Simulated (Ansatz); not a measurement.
# CdF2: the cost of one run

Computed with Ansatz 0.2.0 (DFT PBE+D3(BJ), scalar-relativistic, plane waves, PAW, unless a step's input says otherwise).

1 further run of the same task is left out (it didn't finish).

**1. Starting point**

It takes space group Fm-3m (No. 225, cubic). Conventional cell: a = 5.445 Å, b = 5.445 Å, c = 5.445 Å, α = 90.00°, β = 90.00°, γ = 90.00°. Cd (site symmetry m-3m) is surrounded by 8 F at 2.36 Å. F (site symmetry -43m) has 4 Cd at 2.36 Å as nearest neighbours.

As a file:

```cif
data_structure
_symmetry_space_group_name_H-M 'P 1'
_symmetry_Int_Tables_number 1
_cell_length_a 3.8509
_cell_length_b 3.8509
_cell_length_c 3.8509
_cell_angle_alpha 59.975
_cell_angle_beta 59.975
_cell_angle_gamma 59.975
_cell_volume 40.36
loop_
_atom_site_label
_atom_site_type_symbol
_atom_site_fract_x
_atom_site_fract_y
_atom_site_fract_z
_atom_site_occupancy
Cd1 Cd 0.00000 0.00000 0.00000 1
F1 F 0.75001 0.75001 0.75001 1
F2 F 0.24999 0.24999 0.24999 1
```

It is the end of an earlier relaxation with the same method, from a generated guess; it needn't be the stable form of this composition. At a tolerance of 0.02 Å it has space group Fm-3m (No. 225); it has 13.45 Å³/atom, an uncorrected energy of -2.19 eV/atom over the elements.

**2. Bands, states and charges**

File input.yaml:

```yaml
crystal:
  lattice:
    - [1.9247055084, 1.1112292434, 3.1448134107]
    - [-1.9247055084, 1.1112292434, 3.1448134107]
    - [0.0, -2.2224584868, 3.1448134107]
  atoms:
    - { symbol: Cd, position: [0.0, 0.0, 0.0] }
    - { symbol: F, position: [0.7500104912, 0.7500104912, 0.7500104912] }
    - { symbol: F, position: [0.2499895088, 0.2499895088, 0.2499895088] }
basis:
  ecutwfc: 420
kpoints:
  mp_grid: { grid: [9, 9, 9] }
  band_path:
    path:
      - [[0.0, 0.0, 0.0], [0.5, 0.5, 0.5], [0.75009444, 0.24990556, 0.5]]
      - [[0.5, -0.24990556, 0.24990556], [0.5, 0.0, 0.0], [0.0, 0.0, 0.0], [0.37495278, -0.37495278, 0.0]]
      - [[0.62504722, 0.0, 0.37495278], [0.5, 0.0, 0.5], [0.0, 0.0, 0.0]]
    npoints: 14
hamiltonian:
  xc: pbe
  dispersion: d3bj
scf:
  occupations: { method: gaussian, width: 0.02 }
  n_extra_bands: 7
output:
  forces: true
  stress: true
  eigenvalues: true
  populations: true
  dos: { projected: true, de: 0.02, nscf_kmesh: { grid: [14, 14, 14] } }
  bader: true
  write_density: true
  write_potential: true
  elf: true
  volumetric_format: npy
```

Started as:

```
> ansatz run input.yaml --threads 1 --pin off --max-ram 2048MiB --backend cpu --events-out ev --progress --plain --runs-dir out
```

Q: Estimate wall time and peak memory on 1 thread of Arm Neoverse V2, shared host.

About 27 s, with a peak of 0.4 GiB.
